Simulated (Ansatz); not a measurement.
**VO2 under strain: Electric field gradients**

The cell is an entry of the Crystallography Open Database (COD), relaxed with PBE at fixed cell and then changed (z stretched by 2 %, ions relaxed).

```xyz
6
Lattice="4.5546 0.0000 0.0000 0.0000 4.5546 0.0000 0.0000 0.0000 2.9099" Properties=species:S:1:pos:R:3 pbc="T T T"
V     0.0000    0.0000    0.0000
V     2.2773    2.2773    1.4549
O     1.3713    1.3713    0.0000
O     0.9060    3.6486    1.4549
O     3.1833    3.1833    0.0000
O     3.6486    0.9060    1.4549
```

Atoms are numbered from 1 in the order listed; like atoms form one site, named after its first atom.

Method: Kohn–Sham DFT in Ansatz, PBE, plane waves and PAW, scalar-relativistic, collinear spin, 420 eV cutoff, Γ-centred 10×10×16 k-points, Fermi–Dirac smearing 0.05 eV. Start moments as typed (μB): 1 on each V, none on the rest.

C_Q = eQV_zz/h, which is 24.18 MHz for Q = 1 b and V_zz = 10²¹ V/m²; η = (V_xx − V_yy)/V_zz. ν_Q = 3|C_Q|/[2I(2I − 1)].

V-51: I = 7/2, Q = -52.00 mb; 17O: I = 5/2, Q = -25.58 mb. Nuclear quadrupole moments: year-2017 set (Pyykkö).

Task: What field gradients does the calculation give at each kind of site?

Result: 

```json
{"site": "V", "atoms (order as listed)": "1, 2", "first shell": "6 O at 1.94 Å", "C_Q (MHz)": "0.613", "η": "0.51", "ν_Q (MHz)": "0.044"}
{"site": "O", "atoms (order as listed)": "3, 4, 5, 6", "first shell": "3 V at 1.94 Å", "C_Q (MHz)": "1.86", "η": "0.77", "ν_Q (MHz)": "0.279"}
```

With no gap above 0.1 eV, as in a metal, the gradients converge slowly in k; expect changes of a tenth or more on a denser mesh. Semilocal functionals can leave a metal where correlation in the d or f shell opens a gap in the real compound, and that would change the values at and beside V. All moments are parallel here, as the start or the cell imposes; many such compounds order antiparallel, where fields and spin densities carried over to other atoms largely cancel. The magnetic order is the one that the run reached from its start moments, not necessarily the measured one.
